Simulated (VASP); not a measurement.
Input of a VASP 6.6.1 run:

Contents of INCAR:

```
PREC     = Accurate       # precision mode
ENCUT    = 520            # plane-wave cutoff, eV
EDIFF    = 1E-7           # SCF threshold, eV
ISMEAR   = 0              # smearing method
SIGMA    = 0.05           # smearing width, eV
LREAL    = F              # projectors in reciprocal space
LASPH    = T              # aspherical terms in the spheres
NELM     = 120            # most SCF steps
ALGO     = Normal         # electronic algorithm
ISIF     = 2              # what is computed and relaxed
LWAVE    = F              # write WAVECAR
LCHARG   = T              # write CHGCAR
ISPIN    = 2              # spin polarisation
MAGMOM   = 4 0            # initial moments
LORBIT   = 11             # projections on sites
NUPDOWN  = 4              # fixed moment
LMAXMIX  = 4              # l up to which the mixer works
LDAU     = T              # DFT+U
LDAUTYPE = 2            
LDAUL    = 2 -1           # shell
LDAUU    = 6 0            # U, eV
LDAUJ    = 0 0          
LDAUPRINT= 1            
GGA      = PS             # functional
LELF     = T              # ELF
LVHAR    = T            
NBANDS   = 20             # bands
```

Contents of KPOINTS:

```
regular mesh
0
Gamma
  7 7 7
```

Contents of POSCAR:

```
MnO
1.0
    0.0000000000      2.4365134300      2.4365134300
    2.4365134300      0.0000000000      2.4365134300
    2.4365134300      2.4365134300      0.0000000000
Mn O
1 1
Direct
    0.0000000000      0.0000000000      0.0000000000
    0.2500000000      0.2500000000      0.2500000000
```

Potentials or basis: VASP PAW PBE potentials, release 64 (Mn_pv, O).

Launch:

```sh
$ cat potpaw_PBE.64/Mn_pv/POTCAR potpaw_PBE.64/O/POTCAR > POTCAR
$ mpirun -np 1 vasp_std > vasp.out
```

(1) Estimate the pressure.

Answers

(1) -10.0 GPa.

Caveat: the PAW data sets were made with another functional, which shifts forces and pressure a little; the total moment is fixed, so each spin has its own Fermi level; a cell with one magnetic atom can't hold antiferromagnetic order, which such compounds often take.
